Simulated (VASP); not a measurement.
# SrTiO3 (Pm-3m) in VASP: relaxation of cell and atoms with PBE

Aim: the relaxation of cell and atoms of SrTiO3 with PBE.

All numbers are computed with VASP 6.6.1; they aren't measurements. Logs are shortened: lines on timing, memory, paths and dates and some standing lists are left out, and cuts for length are marked.

### Step 1. The structure

Symmetry: Pm-3m, No. 221, cubic system. Conventional cell: a = 3.940 Å, b = 3.940 Å, c = 3.940 Å, α = 90.00°, β = 90.00°, γ = 90.00°. Sr (site symmetry m-3m) is surrounded by 12 O at 2.79 Å. Around Ti (site symmetry m-3m) lie 6 O at 1.97 Å. Around O (site symmetry 4/mmm) lie 2 Ti at 1.97 Å.

### Step 2. Relaxation of cell and atoms, PBE

Contents of INCAR:

```
SYSTEM = SrTiO3
PREC = Accurate
ENCUT = 600
EDIFF = 1E-7
ISMEAR = 0
SIGMA = 0.03
LREAL = .FALSE.
LASPH = .TRUE.
NELM = 80
ALGO = Normal
ISIF = 3
LWAVE = .FALSE.
LCHARG = .FALSE.
GGA = PE
IBRION = 2
NSW = 90
EDIFFG = -0.005
```

Contents of KPOINTS:

```
regular mesh
0
G
  8 8 8
  0 0 0
```

Contents of POSCAR:

```
SrTiO3                                  
1.0
    3.9402048293     -0.0000000000     -0.0000000000
   -0.0000000000      3.9402048293     -0.0000000000
    0.0000000000      0.0000000000      3.9402048293
  Sr              Ti              O             
     1     1     3
Direct
     0.5000000000000000    0.5000000000000000    0.5000000000000000
     0.0000000000000000    0.0000000000000000    0.0000000000000000
     0.5000000000000000    0.0000000000000000    0.0000000000000000
     0.0000000000000000    0.5000000000000000    0.0000000000000000
     0.0000000000000000    0.0000000000000000    0.5000000000000000
```

Potentials or basis: VASP PAW PBE potentials, release 64 (Sr_sv, Ti_sv, O).

On the command line:

```
> cat potpaw_PBE.64/Sr_sv/POTCAR potpaw_PBE.64/Ti_sv/POTCAR potpaw_PBE.64/O/POTCAR > POTCAR
> mpirun -np 1 vasp_std > vasp.out
```

OUTCAR:

```text
SYSTEM = SrTiO3
   PREC = Accurate
   ENCUT = 600
   EDIFF = 1E-7
   ISMEAR = 0
   LREAL = .FALSE.
   LASPH = .TRUE.
   NELM = 80
   ISIF = 3
   GGA = PE
   IBRION = 2
   NSW = 90
   EDIFFG = -0.005

 ion  position               nearest neighbor table
   1  0.500  0.500  0.500-   3 2.79   4 2.79   5 2.79   3 2.79   4 2.79   3 2.79   5 2.79   3 2.79
                             4 2.79   5 2.79   4 2.79   5 2.79   2 3.41   2 3.41   2 3.41   2 3.41
   2  0.000  0.000  0.000-   3 1.97   4 1.97   5 1.97   5 1.97   4 1.97   3 1.97   1 3.41   1 3.41
                             1 3.41   1 3.41   1 3.41   1 3.41   1 3.41   1 3.41
   3  0.500  0.000  0.000-   2 1.97   2 1.97   1 2.79   1 2.79   1 2.79   1 2.79
   4  0.000  0.500  0.000-   2 1.97   2 1.97   1 2.79   1 2.79   1 2.79   1 2.79
   5  0.000  0.000  0.500-   2 1.97   2 1.97   1 2.79   1 2.79   1 2.79   1 2.79

  LATTYP: Found a simple cubic cell.
 ALAT       =     3.9402048293

  Lattice vectors:

 A1 = (   3.9402048293,   0.0000000000,   0.0000000000)
 A2 = (   0.0000000000,   3.9402048293,   0.0000000000)
 A3 = (   0.0000000000,   0.0000000000,   3.9402048293)

Analysis of symmetry for initial positions (statically):
=====================================================================
 Subroutine PRICEL returns:
 Original cell was already a primitive cell.

 Routine SETGRP: Setting up the symmetry group for a
 simple cubic supercell.

 Subroutine GETGRP returns: Found 48 space group operations
 (whereof 48 operations were pure point group operations)
 out of a pool of 48 trial point group operations.

The static configuration has the point symmetry O_h .

Analysis of symmetry for dynamics (positions and initial velocities):
=====================================================================
 Subroutine PRICEL returns:
 Original cell was already a primitive cell.

 Routine SETGRP: Setting up the symmetry group for a
 simple cubic supercell.

 Subroutine GETGRP returns: Found 48 space group operations
 (whereof 48 operations were pure point group operations)
 out of a pool of 48 trial point group operations.

The dynamic configuration has the point symmetry O_h .

 Subroutine INISYM returns: Found 48 space group operations
 (whereof 48 operations are pure point group operations),
 and found     1 'primitive' translations

----------------------------------------------------------------------------------------

                                     Primitive cell

  volume of cell :      61.1725

  direct lattice vectors                    reciprocal lattice vectors
     3.940204829  0.000000000  0.000000000     0.253793913  0.000000000  0.000000000
     0.000000000  3.940204829  0.000000000     0.000000000  0.253793913  0.000000000
     0.000000000  0.000000000  3.940204829     0.000000000  0.000000000  0.253793913

  length of vectors
     3.940204829  3.940204829  3.940204829     0.253793913  0.253793913  0.253793913

  position of ions in fractional coordinates (direct lattice)
     0.500000000  0.500000000  0.500000000
     0.000000000  0.000000000  0.000000000
     0.500000000  0.000000000  0.000000000
     0.000000000  0.500000000  0.000000000
     0.000000000  0.000000000  0.500000000

  ion indices of the primitive-cell ions
   primitive index   ion index
                 1           1
                 2           2
                 3           3
                 4           4
                 5           5

----------------------------------------------------------------------------------------

 KPOINTS: regular mesh

Automatic generation of k-mesh.
 Grid dimensions read from file:
 generate k-points for:    8    8    8

 Generating k-lattice:

  Cartesian coordinates                     Fractional coordinates (reciprocal lattice)
     0.031724239  0.000000000  0.000000000     0.125000000  0.000000000  0.000000000
     0.000000000  0.031724239  0.000000000     0.000000000  0.125000000  0.000000000
     0.000000000  0.000000000  0.031724239     0.000000000  0.000000000  0.125000000

  Length of vectors
     0.031724239  0.031724239  0.031724239

  Shift w.r.t. Gamma in fractional coordinates (k-lattice)
     0.000000000  0.000000000  0.000000000

 Subroutine IBZKPT returns following result:
 ===========================================

 Found     35 irreducible k-points:

 Following reciprocal coordinates:
            Coordinates               Weight
  0.000000  0.000000  0.000000      1.000000
  0.125000  0.000000  0.000000      6.000000
  0.250000  0.000000  0.000000      6.000000
  0.375000  0.000000  0.000000      6.000000
  0.500000  0.000000  0.000000      3.000000
  0.125000  0.125000  0.000000     12.000000
[... 16 lines left out ...]
  0.375000  0.375000  0.125000     24.000000
  0.500000  0.375000  0.125000     24.000000
 [... further k-points ...]
   k-points           NKPTS =     35   k-points in BZ     NKDIM =     35   number of bands    NBANDS=     24
   number of dos      NEDOS =    301   number of ions     NIONS =      5
   total plane-waves  NPLWV =  32768
   dimension x,y,z NGX =    32 NGY =   32 NGZ =   32
   dimension x,y,z NGXF=    64 NGYF=   64 NGZF=   64
   ions per type =               1   1   3
   NGX,Y,Z   is equivalent  to a cutoff of  13.50, 13.50, 13.50 a.u.
   NGXF,Y,Z  is equivalent  to a cutoff of  27.00, 27.00, 27.00 a.u.
 SYSTEM =  SrTiO3
   PREC   = accura    normal or accurate (medium, high low for compatibility)
   ISTART =      0    job   : 0-new  1-cont  2-samecut
   ICHARG =      2    charge: 1-file 2-atom 10-const
   ISPIN  =      1    spin polarized calculation?
   LNONCOLLINEAR =      F non collinear calculations
   LSORBIT =      F    spin-orbit coupling
   LASPH  =      T    aspherical Exc in radial PAW
   ENCUT  =  600.0 eV  44.10 Ry    6.64 a.u.   7.87  7.87  7.87*2*pi/ulx,y,z
   NELM   =     80;   NELMIN=  2; NELMDL= -5     # of ELM steps
   EDIFF  = 0.1E-06   stopping-criterion for ELM
   LREAL  =      F    real-space projection
   EDIFFG = -.5E-02   stopping-criterion for IOM
   NSW    =     90    number of steps for IOM
   IBRION =      2    ionic relax: 0-MD 1-quasi-New 2-CG
   NFREE  =      1    steps in history (QN), initial steepest desc. (CG)
   ISIF   =      3    stress and relaxation
   ISYM   =      2    0-nonsym 1-usesym 2-fastsym
   POTIM  = 0.5000    time-step for ionic-motion
   TEBEG  =    0.0;   TEEND  =   0.0 temperature during run
   PSTRESS=    0.0 pullay stress
   NELECT =      40.0000    total number of electrons
   NUPDOWN=      -1.0000    fix difference up-down
   EMIN   =  10.00;   EMAX   =-10.00  energy-range for DOS
   EFERMI =   0.00;   METHOD = LEGACY
   ISMEAR =     0;   SIGMA  =   0.03  broadening in eV -4-tet -1-fermi 0-gaus
   EFERMI_NEDOS =   21; number of points for ismear=-14 and -15
   IALGO  =     38    algorithm
   IMIX   =      4    mixing-type and parameters
     AMIX     =   0.40;   BMIX     =  1.00
     AMIX_MAG =   1.60;   BMIX_MAG =  1.00
  volume/ion in A,a.u.               =      12.23        82.56
  Fermi-wavevector in a.u.,A,eV,Ry     =   1.420941  2.685189 27.471158  2.019073
  Thomas-Fermi vector in A             =   2.541803
   LORBIT       =      0    0 simple, 1 ext, 2 COOP (PROOUT), +10 PAW based schemes
   GGA     = PE    functional components
   LHFCALC =     F    Hartree Fock is set to
   AEXX    =    0.0000 exact exchange contribution
   IVDW    =     0    specifies the selected vdW correction
   LEPSILON=     F    determine dielectric tensor
   LRPA    =     F    only Hartree local field effects (RPA)
 conjugate gradient relaxation of ions
 non-spin polarized calculation
 Gauss-broadening in eV      SIGMA  =   0.03
  energy-cutoff  :      600.00
  volume of cell :       61.17
 maximum number of plane-waves:      2064
 NGX is ok and might be reduce to    32
   NGX = 15   NGY = 15   NGZ = 15

 number of electron      39.9999974 magnetization

 Free energy of the ion-electron system (eV)
  ---------------------------------------------------
  ext. energy  EPLUGINS =         0.00000000
  ---------------------------------------------------
  free energy    TOTEN  =       -40.11034983 eV

  energy without entropy =      -40.11034983  energy(sigma->0) =      -40.11034983

 E-fermi :   4.1501     XC(G=0): -11.1290

 val. band max:        3.9455263579   @ k =   0.5000   0.5000   0.5000
 cond. band min:       5.7520025044   @ k =   0.0000   0.0000   0.0000
 fundamental gap:      1.8064761464
 Fermi energy:         4.1500560446

 k-point     1 :       0.0000    0.0000    0.0000
  band No.  band energies     occupation
      1     -52.6288      2.00000
      2     -28.9270      2.00000
      3     -28.8584      2.00000
      4     -28.8584      2.00000
      5     -28.8584      2.00000
      6     -13.3848      2.00000
[... 16 lines left out ...]
     23       5.7520      0.00000
     24       8.0628      0.00000

 k-point     2 :       0.1250    0.0000    0.0000
  band No.  band energies     occupation
      1     -52.6286      2.00000
      2     -28.9437      2.00000
      3     -28.8580      2.00000
      4     -28.8580      2.00000
      5     -28.8478      2.00000
      6     -13.3904      2.00000
[... 16 lines left out ...]
     23       6.0877      0.00000
     24       8.0650      0.00000

 k-point     3 :       0.2500    0.0000    0.0000
  band No.  band energies     occupation
      1     -52.6281      2.00000
      2     -28.9758      2.00000
      3     -28.8571      2.00000
      4     -28.8571      2.00000
      5     -28.8304      2.00000
      6     -13.4494      2.00000
[... 16 lines left out ...]
     23       6.7647      0.00000
     24       8.0690      0.00000
[... 514 lines left out ...]
 k-point    23 :       0.3750    0.3750    0.1250
  band No.  band energies     occupation
      1     -52.6264      2.00000
      2     -28.9486      2.00000
      3     -28.9096      2.00000
      4     -28.8649      2.00000
      5     -28.8519      2.00000
      6     -12.9940      2.00000
[... 16 lines left out ...]
     23       7.8060      0.00000
     24       9.4283      0.00000

 k-point    24 :       0.5000    0.3750    0.1250
  band No.  band energies     occupation
      1     -52.6262      2.00000
      2     -28.9428      2.00000
      3     -28.9093      2.00000
      4     -28.8658      2.00000
      5     -28.8630      2.00000
      6     -12.9083      2.00000
[... 16 lines left out ...]
     23       7.9465      0.00000
     24       9.4595      0.00000

 [... further k-points ...]

------------------------ aborting loop because EDIFF is reached ----------------------------------------

  FORCE on cell =-STRESS in cart. coord.  units (eV):
  Direction    XX          YY          ZZ          XY          YZ          ZX
  --------------------------------------------------------------------------------------
  -------------------------------------------------------------------------------------
  Total       -0.0210044     -0.0210044     -0.0210044      0.0000000      0.0000000     -0.0000000
  in kB       -0.5501278     -0.5501278     -0.5501278      0.0000000      0.0000000     -0.0000000
  external PRESSURE =      -0.5501278 kB  Pullay stress =       0.0000000 kB

 VOLUME and BASIS-vectors are now :
 -----------------------------------------------------------------------------
  energy-cutoff  :      600.00
  volume of cell :       61.17
      direct lattice vectors                 reciprocal lattice vectors
     3.940204829  0.000000000  0.000000000     0.253793913  0.000000000  0.000000000
     0.000000000  3.940204829  0.000000000     0.000000000  0.253793913  0.000000000
     0.000000000  0.000000000  3.940204829     0.000000000  0.000000000  0.253793913

 POSITION                                       TOTAL-FORCE (eV/Angst)
 -----------------------------------------------------------------------------------
      1.97010      1.97010      1.97010         0.000000      0.000000      0.000000
      0.00000      0.00000      0.00000         0.000000      0.000000      0.000000
      1.97010      0.00000      0.00000         0.000000      0.000000      0.000000
      0.00000      1.97010      0.00000         0.000000      0.000000      0.000000
      0.00000      0.00000      1.97010         0.000000      0.000000      0.000000
 -----------------------------------------------------------------------------------
    total drift:                                0.000000      0.000000     -0.000000

  FREE ENERGIE OF THE ION-ELECTRON SYSTEM (eV)
  ---------------------------------------------------
  free  energy   TOTEN  =       -40.1103498339 eV

  energy  without entropy=      -40.1103498339  energy(sigma->0) =      -40.11034983

 reached required accuracy - stopping structural energy minimisation
```

It took 56 s on 1 thread of Intel Xeon Platinum 8375C at 2.90GHz (Ice Lake), shared host; peak memory 0.22 GiB.

What came out:

```yaml
Free_energy: -40.1103 eV
Pressure_after_relaxing: -0.1 GPa
Band_gap_on_the_k_mesh: 1.81 eV, indirect (least direct gap 2.18 eV)
```

Final structure:
```xyz
5
Lattice="3.9402 0.0000 0.0000 0.0000 3.9402 0.0000 0.0000 0.0000 3.9402" Properties=species:S:1:pos:R:3 pbc="T T T"
Sr    1.9701    1.9701    1.9701
Ti    0.0000    0.0000    0.0000
O     1.9701    0.0000    0.0000
O     0.0000    1.9701    0.0000
O     0.0000    0.0000    1.9701
```

Levels at points of the mesh, in eV from the valence-band top:
```csv
k point,band 17,band 18,band 19,band 20,band 21,band 22,band 23,band 24
"(0.00, 0.00, 0.00)",-1.13,-0.37,-0.37,-0.37,1.81,1.81,1.81,4.12
"(0.50, 0.00, 0.00)",-2.29,-1.90,-0.73,-0.73,1.96,3.64,3.64,4.13
"(0.50, 0.50, 0.00)",-1.74,-1.54,-1.54,-0.09,3.65,3.65,4.09,5.05
"(0.50, 0.50, 0.50)",-3.66,0.00,0.00,0.00,4.29,4.29,4.29,6.84
```

Caveat: the relaxation stopped at its first step, so nothing moved. A k mesh can miss the band edges.
